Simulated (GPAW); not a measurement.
Crystal: AlPt.

```
Pt Al
1.0
     3.09155    0.00000    0.00000
     0.00000    3.09155    0.00000
     0.00000    0.00000    3.09155
Pt Al
1 1
Direct
  0.50000 0.50000 0.50000
  0.00000 0.00000 0.00000
```

Measurements of this composition are mostly on another form, of space group No. 198.

Base run:

| Item | Value |
| --- | --- |
| Program | GPAW 26.7.0 |
| Functional | PBEsol |
| Potentials or basis | PAW data sets generated in the run's folder for this functional |
| Cutoff | 600 eV |
| Basis | pw |
| k mesh | 9 × 9 × 9 |
| Occupations | fermi-dirac, width 0.05 eV |
| Spin | no spin polarisation |

Its results: pressure -5.2 GPa.

Q: The run is repeated on the same cell with these changes: functional from PBEsol to LDA; potentials or basis from PAW data sets generated in the run's folder for this functional to the program's PAW data sets (release 1.2.1) made for this functional. What comes out?

A: Pressure -9.4 GPa.

Not every run made on this cell is shown here.
